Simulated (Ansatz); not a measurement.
**Ge under changes of volume**

One of the cells (39.048 Å³/atom); the others are scaled copies at fixed shape and fractional positions:

```xyz
4
Lattice="4.0504 0.0000 0.0000 -2.0252 3.5078 0.0000 0.0000 0.0000 10.9934" Properties=species:S:1:pos:R:3 pbc="T T T"
Ge    2.0252    1.1693    4.5606
Ge    0.0000    2.3385   10.0573
Ge    0.0000    0.0000    5.2488
Ge    0.0000    0.0000   10.7455
```

This isn't the form of Ge at room conditions, which is diamond.

| Quantity | Value |
| --- | --- |
| Program | Ansatz 0.2.0 |
| Functional | r2SCAN |
| Potentials or basis | Ansatz PAW |
| Cutoff | 500 eV (not typed: the program's choice for these potentials) |
| k mesh | 8 × 8 × 3 |
| Occupations | fermi-dirac, width 0.05 eV |
| Spin | no spin polarisation |

| volume (Å³/atom) | energy over the lowest point (meV/atom) | pressure (GPa) | gap on the mesh (eV) | largest force (eV/Å) |
| --- | --- | --- | --- | --- |
| 36.705 | 0.00 | 0.1 | 0.75 | 0.115 |
| 37.486 | 1.28 | -0.6 | 0.74 | 0.171 |
| 38.267 | 5.88 | -1.3 | 0.73 | 0.221 |
| 39.048 | ? | ? | ? | ? |
| 39.829 | 23.51 | -2.3 | 0.71 | 0.306 |
| 40.610 | 35.90 | -2.8 | 0.70 | 0.343 |
| 41.391 | 50.29 | -3.1 | 0.69 | 0.375 |

Task: What does the run at 39.048 Å³/atom give?

Result: Energy over the lowest point 13.41 meV/atom; pressure -1.8 GPa; gap on the mesh 0.72 eV; largest force 0.266 eV/Å.

Worked out: A Birch-Murnaghan fit of order 3 (a polynomial in V^(-2/3)) to the other rows has its minimum at 36.81 Å³/atom with B0 = V·E''(V) = 36 GPa and B' = 4.9 at fixed shape and positions, which overstates the stiffness. It gives 13.40 meV/atom at 39.048 Å³/atom, against the run's 13.41, and -dE/dV = -1.8 GPa, against -1.8. A straight line through the other rows of the gap, of slope -0.499 eV per unit of ln V, gives 0.72 eV, against the run's 0.72.

Energies are extrapolated to zero smearing.

Caveats: odd divisions of the mesh miss points on the zone boundary, where band edges often lie, so the gap on the mesh can be too wide; the PAW data sets come from PBE, with cores solved anew for the run's functional, which leaves a small shift of forces and pressure.

A mesh can miss the band edges. Spin-orbit coupling on Ge is left out.
